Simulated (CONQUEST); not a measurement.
Crystal: CaO.

```
CELL_PARAMETERS angstrom
3.39914 0.00000 0.00000
0.00000 3.39914 0.00000
0.00000 0.00000 4.80711
ATOMIC_POSITIONS crystal
Ca 0.00000 0.00000 0.00000
Ca 0.50000 0.50000 0.50000
O 0.00000 0.00000 0.50000
O 0.50000 0.50000 0.00000
```

The cell is a database's computed one.

Base run:

```yaml
Program: CONQUEST 1.3
Functional: PBE
Potentials_or_basis: PseudoDojo NC PBE, DZ, grid cutoff 150 Ha
k_mesh: 8 × 8 × 6
Occupations: fermi-dirac, width 0.05 eV
Spin: no spin polarisation
```

Its results: band gap on the k mesh 3.72 eV; pressure 8.0 GPa.

The run is repeated on the same cell with these changes: potentials or basis from PseudoDojo NC PBE, DZ, grid cutoff 150 Ha to PseudoDojo NC PBE, SZP, grid cutoff 150 Ha. What comes out?

Band gap on the k mesh 3.30 eV; pressure 2.5 GPa.

Caveats: the atomic basis is small; the basis of atomic orbitals isn't converged, which shifts pressures, moduli and gaps; the real-space grid breaks the cell's symmetry a little.

A k mesh can miss the band edges.
